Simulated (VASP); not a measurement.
PtS2:

```
CELL_PARAMETERS angstrom
3.54320 0.00000 0.00000
-1.77160 3.06850 0.00000
0.00000 0.00000 5.03880
ATOMIC_POSITIONS crystal
Pt 0.00000 0.00000 0.00000
S 0.66667 0.33333 0.77300
S 0.33333 0.66667 0.22700
```

```yaml
Program: VASP 6.6.1
Task: single point
Functional: PBEsol
Potentials_or_basis: VASP PAW PBE potentials, release 64 (Pt, S)
Cutoff: 520 eV
k_mesh: 9 × 9 × 5
Occupations: fermi-dirac, width 0.05 eV
Spin: no spin polarisation
```

On this cell: pressure 6.1 GPa; largest force 0.930 eV/Å; band gap on the k mesh 0.96 eV, indirect (least direct gap 1.00 eV).

The same run follows on a disturbed copy (atoms moved at random, drawn with an rms of 0.05 Å):

```
Pt S
1.0
     3.54320    0.00000    0.00000
    -1.77160    3.06850    0.00000
     0.00000    0.00000    5.03880
Pt S
1 2
Direct
  0.99943 0.99349 0.01005
  0.66718 0.33107 0.77169
  0.33506 0.67148 0.23435
```

Problem. What does the disturbed cell give?

Solution. The energy moves by -4.4 meV/atom; pressure 4.3 GPa; largest force 1.083 eV/Å; band gap on the k mesh 0.83 eV, indirect (least direct gap 0.96 eV).

Forces on the atoms (eV/Å):
```
Pt  -0.163  0.464 -0.729
S    0.020 -0.088 -0.277
S    0.143 -0.376  1.005
```

Stress tensor (GPa, compression positive):
```
 5.11 -0.23  0.38
-0.23  4.01 -0.87
 0.38 -0.87  3.82
```

Caveats: the PAW data sets were made with another functional, which shifts forces and pressure a little; spin-orbit coupling is left out, which moves the levels of the heavy elements; an odd mesh through Γ misses points on the zone boundary, where band edges often lie.
